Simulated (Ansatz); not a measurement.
CoO:

```
Co O
1.0
     0.00000    2.13150    2.13150
     2.13150    0.00000    2.13150
     2.13150    2.13150    0.00000
Co O
1 1
Direct
  0.00000 0.00000 0.00000
  0.50000 0.50000 0.50000
```

* Program: Ansatz 0.2.0
* Task: relaxation of cell and atoms
* Functional: PBEsol
* Dispersion: D4
* Potentials or basis: Ansatz PAW
* Cutoff: 420 eV (not typed: the program's choice for these potentials)
* k mesh: 11 × 11 × 11
* Occupations: fermi-dirac, width 0.05 eV
* Spin: collinear spin, ferromagnetic start
* Starting moments: [2.0, 0.0] μB

At the start: volume 9.68 Å³/atom.

**Question.** Where does the relaxation end?

**Answer.** It ends after 7 steps and the volume is 8.97 Å³/atom (-7.4 %); space group Fm-3m (No. 225, to 0.05 Å); moment 2.76 μB per cell.

Step by step:
| step | energy change (eV) | largest force (eV/Å) | volume (Å³) |
| --- | --- | --- | --- |
| 1 | 0.0000 | 0.0000 | 19.37 |
| 2 | -0.0470 | 0.0000 | 18.65 |
| 3 | -0.0644 | 0.0000 | 17.93 |
| 4 | -0.0642 | 0.0000 | 17.98 |
| 5 | -0.0593 | 0.0000 | 17.98 |
| 6 | -0.0596 | 0.0000 | 17.94 |
| 7 | -0.0593 | 0.0000 | 17.94 |

Final structure:
```cif
data_structure
_symmetry_space_group_name_H-M 'P 1'
_symmetry_Int_Tables_number 1
_cell_length_a 2.9386
_cell_length_b 2.9386
_cell_length_c 2.9386
_cell_angle_alpha 60.000
_cell_angle_beta 60.000
_cell_angle_gamma 60.000
_cell_volume 17.94
loop_
_atom_site_label
_atom_site_type_symbol
_atom_site_fract_x
_atom_site_fract_y
_atom_site_fract_z
_atom_site_occupancy
Co1 Co 0.00000 0.00000 0.00000 1
O1 O 0.50000 0.50000 0.50000 1
```

Caveat: the plane-wave basis is chosen anew once the cell has moved, so the energies of steps on either side of that aren't comparable; the pressure holds a Pulay correction of +0.8 GPa for the finite cutoff; a cell with one magnetic atom can't hold antiferromagnetic order, which such compounds often take; the PAW data sets come from PBE, with cores solved anew for the run's functional, which leaves a small shift of forces and pressure.
